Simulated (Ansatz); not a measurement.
# SrTiO3: moving Sr off its site

SrTiO3, Pm-3m, a = 3.936 Å. The structure is a COD entry; whether it is the stable form wasn't checked. Ansatz: PBE, PAW, 420 eV, Γ-centred 8×8×8 mesh on 5 atoms, Gaussian smearing 0.05 eV; no spin polarisation.

```
Sr Ti O
1.0
     3.93640    0.00000    0.00000
     0.00000    3.93640    0.00000
     0.00000    0.00000    3.93640
Sr Ti O
1 1 3
Direct
  0.00000 0.00000 0.00000
  0.50000 0.50000 0.50000
  0.00000 0.50000 0.50000
  0.50000 0.00000 0.50000
  0.50000 0.50000 0.00000
```

Atom 1 (Sr) moves by x along the unit vector (0.000, -0.707, -0.707), with its periodic images; all else is held. y is the free energy of the cell over the start, F the force along the path summed over the moved atoms. Symmetry makes y even in x.

| x (Å) | y (meV) | F (eV/Å) |
| --- | --- | --- |
| -0.450 | 431.5 | 2.39 |
| -0.150 | 37.7 | 0.52 |
| 0.000 | 0.0 | 0.00 |
| 0.075 | 9.2 | -0.25 |
| 0.225 | ? | ? |
| 0.300 | 166.0 | -1.24 |
| 0.375 | 277.3 | -1.75 |

Question: Fit y = c2 x² + c4 x⁴ to the energies of the other rows, give the force constant, and predict energy and force of the missing row.

Answer: Least squares on the rows shown. y = 1614.1 x² + 2550.7 x⁴. The force constant is 2 c2 = 3.23 eV/Å² (for all images moving together, not for a lone atom). The force −dy/dx at the missing row is -0.84 eV/Å (computed -0.84). At x = 0.225 the fit asked for gives 88.3 meV. The run gave 88.4 meV, so the fit is 0.1 meV too low, within twice the rms miss on the fitted rows (0.08 meV).

Symmetry holds off the tilts and polar distortions that many cubic perovskites undergo.

Cost: 7 runs of about 1.7 core-minutes in all, on Intel Xeon Platinum 8259CL (Skylake/Cascade Lake) (shared hosts).